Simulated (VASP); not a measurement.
Runs of VASP 6.6.1 on CaO (Lime). Symmetry: Fm-3m, No. 225, cubic system. Conventional cell: a = 4.838 Å, b = 4.838 Å, c = 4.838 Å, α = 90.00°, β = 90.00°, γ = 90.00°. Around Ca (site symmetry m-3m) lie 6 O at 2.42 Å. O (site symmetry m-3m) is surrounded by 6 Ca at 2.42 Å. 

```csv
task,level,potentials or basis,cell,gap on the mesh (eV),pressure (GPa)
relaxation of the atoms,LDA,"VASP PAW LDA potentials, release 64 (Ca_sv, O)",atoms relaxed from: a relaxed cell with its volume scaled by 0.96,3.39,5.8
relaxation of cell and atoms,PBE,"VASP PAW PBE potentials, release 64 (Ca_sv, O)",relaxed,3.64,0.0
relaxation of the atoms,PBE,"VASP PAW PBE potentials, release 64 (Ca_sv, O)",atoms relaxed from: a relaxed cell with its volume scaled by 1.02,3.64,-2.0
relaxation of the atoms,PBE,"VASP PAW PBE potentials, release 64 (Ca_sv, O)",atoms relaxed from: a relaxed cell with its volume scaled by 0.94,3.62,7.5
relaxation of the atoms,LDA,"VASP PAW LDA potentials, release 64 (Ca_sv, O)",atoms relaxed,3.43,0.0
relaxation of the atoms,PBE,"VASP PAW PBE potentials, release 64 (Ca_sv, O)",atoms relaxed,3.64,0.0
relaxation of the atoms,LDA,"VASP PAW LDA potentials, release 64 (Ca_sv, O)",atoms relaxed from: a relaxed cell with its volume scaled by 1.04,(a),-4.6
relaxation of the atoms,PBE,"VASP PAW PBE potentials, release 64 (Ca_sv, O)",atoms relaxed from: a relaxed cell with its volume scaled by 0.98,3.64,2.2
relaxation of the atoms,LDA,"VASP PAW LDA potentials, release 64 (Ca_sv, O)",atoms relaxed from: a relaxed cell with its volume scaled by 0.94,3.37,9.2
relaxation of the atoms,LDA,"VASP PAW LDA potentials, release 64 (Ca_sv, O)",atoms relaxed from: a relaxed cell with its volume scaled by 1.06,(b),-6.6
```

Alike in all rows: no spin polarisation; k mesh 10 × 10 × 10; cutoff (eV) 600; smearing gaussian 0.03 eV.

Problem. Estimate the missing entries.

Solution. (a) 3.45; (b) 3.46.

Caveats: the relaxation stopped at its first step, so nothing moved.

A k mesh can miss the band edges.
